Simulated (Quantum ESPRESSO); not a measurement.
## V in Quantum ESPRESSO: the effect of target pressure

The system is V.

```
V
1.0
    -1.51435    1.51435    1.51435
     1.51435   -1.51435    1.51435
     1.51435    1.51435   -1.51435
V
1
Direct
  0.00000 0.00000 0.00000
```

Alike in all runs:

- Program: Quantum ESPRESSO 7.5
- Task: relaxation of cell and atoms
- Functional: LDA
- Potentials or basis: SSSP 1.3 efficiency PBE
- Cutoff: 857 eV
- Density cutoff: 6884 eV
- k mesh: 12 × 12 × 12
- Occupations: fermi-dirac, width 0.05 eV
- Spin: collinear spin, ferromagnetic start
- Starting moments: [2.0] μB

Each run relaxes the cell or the atoms first.

```csv
target pressure,relaxed volume (Å³/atom)
0 GPa,12.53
2 GPa,12.41
5 GPa,?
10 GPa,11.98
20 GPa,11.53
30 GPa,11.16
```

Q: What does the run with target pressure 5 GPa give?

A: Relaxed volume 12.24 Å³/atom.

Worked out: In Murnaghan's law V^(-B') rises as a straight line in P. The other rows fit best with B' = 4.1, V0 = 12.53 Å³/atom and B0 = 202 GPa, which gives 12.24 Å³/atom at 5 GPa, against the run's 12.24.

Caveats: the potentials were made for another functional, which shifts forces and pressure; the volume moved by over 15 % at a fixed basis, so the end points are rough (some runs).

Runs at the PBE level aren't shown here.
